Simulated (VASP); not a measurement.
## Al: equation of state with PBEsol

Al:

```
Al
1.0
     2.84229    0.00000    0.00000
    -1.42115    2.46150    0.00000
     0.00000    0.00000    4.66510
Al
2
Direct
  0.33333 0.66667 0.25000
  0.66667 0.33333 0.75000
```

This isn't the form of Al at room conditions, which is fcc.

```json
{
  "Program": "VASP 6.6.1",
  "Task": "equation of state",
  "Functional": "PBEsol",
  "Potentials or basis": "VASP PAW PBE potentials, release 64 (Al)",
  "Cutoff": "520 eV",
  "k mesh": "10 × 10 × 6",
  "Occupations": "fermi-dirac, width 0.05 eV",
  "Spin": "no spin polarisation",
  "Ladder": "gaps",
  "Further INCAR settings": "ALGO = Fast; EDIFF = 1e-06"
}
```

| Property | Result |
| --- | --- |
| Equilibrium volume | 16.32 Å³/atom |
| Bulk modulus at fixed shape and positions | 81 GPa |
| Pressure derivative of the bulk modulus | 4.4 (rough: it moves with the points fitted) |

Energy against volume, from the lowest point:
```
volume (Å³/atom)  energy (meV/atom)
          15.666               7.14
          15.993               1.73
          16.319               0.00
          16.646               1.57
          16.972               6.11
```

All runs of the series together: 33 s on 1 thread of Intel(R) Xeon(R) Platinum 8488C (Sapphire Rapids), with other jobs on the host.

Caveat: the cell was scaled at fixed shape and fractional positions, which overstates the stiffness of a crystal with free parameters, most of all of layers and chains; the PAW data sets were made with another functional, which shifts forces and pressure a little.
